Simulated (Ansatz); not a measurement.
Runs of Ansatz 0.2.0 on CoSi. Symmetry: P2_13, No. 198, cubic system. The conventional cell has a = 4.438 Å, b = 4.438 Å, c = 4.438 Å, α = 90.00°, β = 90.00°, γ = 90.00°. Co (site symmetry 3) has 7 Si at 2.28 to 2.47 Å as nearest neighbours. Around Si (site symmetry 3) lie 7 Co at 2.28 to 2.47 Å. 

```tsv
task	level	U	k mesh	cutoff (eV)	hubbard projectors	double counting	gap on the mesh (eV)	pressure (GPa)	moment (μB)	largest force (eV/Å)
single point	r2SCAN+U	Co d U = 3 eV	5 × 5 × 5	500	ortho-atomic (the default)	fll (the default)	none	(b)	4.00	0.20
single point	r2SCAN+U	Co d U = 2 eV	5 × 5 × 5	500	ortho-atomic (the default)	fll (the default)	none	0.7	3.84	(c)
single point	r2SCAN+U	Co d U = 6 eV	5 × 5 × 5	500	ortho-atomic (the default)	fll (the default)	none	11.5	4.00	0.48
single point	r2SCAN+U	Co d U = 5 eV	5 × 5 × 5	500	ortho-atomic (the default)	fll (the default)	none	7.1	4.00	(a)
```

Alike in all rows: potentials or basis Ansatz PAW; spin collinear, ferromagnetic start; cell as given; smearing fermi-dirac 0.05 eV.

Question: Estimate the missing entries.

Answer: (a) 0.37; (b) 2.5; (c) 0.14.

Caveats: the magnetic or orbital state may not be the lowest; the PAW data sets come from PBE, with cores solved anew for the run's functional, which leaves a small shift of forces and pressure; the U is typed as a test and isn't derived for this compound.

A k mesh can miss the band edges.

A gap of «none» marks a metal or a gap under the smearing width.

Not every run made on this cell is shown here.
